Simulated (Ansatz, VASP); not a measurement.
# Al in VASP and in Ansatz

```
CELL_PARAMETERS angstrom
0.00000 2.01946 2.01946
2.01946 0.00000 2.01946
2.01946 2.01946 0.00000
ATOMIC_POSITIONS crystal
Al 0.00000 0.00000 0.00000
```

Alike in both runs: task single point; functional PBEsol; k mesh 8 × 8 × 8; occupations gaussian, width 0.1 eV; no spin polarisation.

```csv
,VASP,Ansatz
version,VASP 6.6.1,Ansatz 0.2.0
potentials or method,"VASP PAW PBE potentials, release 64 (Al)","scalar-relativistic, plane waves, PAW"
plane-wave cutoff (eV),520,420
valence electrons in the cell,3,3
```

VASP gave:

- gap on the k mesh at the Fermi level (eV): none
- pressure (GPa): -1.2

What did Ansatz give for the same quantities?

gap on the k mesh at the Fermi level (eV): none; pressure (GPa): -1.3.

A gap of «none» marks a metal or a gap that the smearing closes.

Caveats: the PAW data sets were made with another functional, which shifts forces and pressure a little (VASP).
